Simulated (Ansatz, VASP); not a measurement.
# One calculation of KMgF3, two programs

The input INCAR:

```
SYSTEM = KMgF3
PREC = Accurate
ENCUT = 520
EDIFF = 1E-6
ISMEAR = -1
SIGMA = 0.02
LREAL = .FALSE.
LASPH = .TRUE.
NELM = 60
ALGO = Normal
ISIF = 2
LWAVE = .FALSE.
LCHARG = .FALSE.
GGA = PE
NBANDS = 24
```

The input KPOINTS:

```
Automatic mesh
0
G
  6 6 6
  0 0 0
```

POSCAR

```
KMgF3
1.0
    3.9802385405      0.0000000000      0.0000000000
    0.0000000000      3.9802385405      0.0000000000
    0.0000000000      0.0000000000      3.9603373478
K Mg F
1 1 3
Direct
    0.0000000000      0.0000000000      0.0000000000
    0.5000000000      0.5000000000      0.5000000000
    0.5000000000      0.5000000000      0.0000000000
    0.5000000000      0.0000000000      0.5000000000
    0.0000000000      0.5000000000      0.5000000000
```

Input for Ansatz:

```yaml
crystal:
  lattice:
    - [3.9802385405, 0.0, 0.0]
    - [0.0, 3.9802385405, 0.0]
    - [0.0, 0.0, 3.9603373478]
  atoms:
    - { symbol: K, position: [0.0, 0.0, 0.0] }
    - { symbol: Mg, position: [0.5, 0.5, 0.5] }
    - { symbol: F, position: [0.5, 0.5, 0.0] }
    - { symbol: F, position: [0.5, 0.0, 0.5] }
    - { symbol: F, position: [0.0, 0.5, 0.5] }
kpoints:
  mp_grid: { grid: [6, 6, 6] }
  band_path:
    path: [[0.0, 0.0, 0.0], [0.0, 0.5, 0.0], [0.5, 0.5, 0.0], [0.5, 0.5, 0.5]]
    npoints: 1
hamiltonian:
  xc: pbe
scf:
  occupations: { method: fermi_dirac, width: 0.02 }
  n_extra_bands: 5
output:
  forces: true
  stress: true
  eigenvalues: true
  write_density: true
  write_potential: true
  elf: true
  volumetric_format: npy
```

Change from the starting cell: uniaxial_z strain -0.5%.

Alike in both runs: task single point; functional PBE; k mesh 6 × 6 × 6; occupations fermi-dirac, width 0.02 eV; no spin polarisation.

```csv
,VASP,Ansatz
version,VASP 6.6.1,Ansatz 0.2.0
potentials or method,"VASP PAW PBE potentials, release 64 (K_sv, Mg, F)","plane waves, PAW"
plane-wave cutoff (eV),520,420
valence electrons in the cell,32,40
```

Ansatz gave:

```
gap on the k mesh at the Fermi level (eV)       : 7.40
pressure (GPa)                                  : 4.6
largest component of the traceless stress (GPa) : 0.36
```

Task: Which values does VASP return?

Result: gap on the k mesh at the Fermi level (eV): 7.37; pressure (GPa): 4.1; largest component of the traceless stress (GPa): 0.36.

The two sets of potentials don't hold the same shells in valence.

A k mesh can miss the band edges.
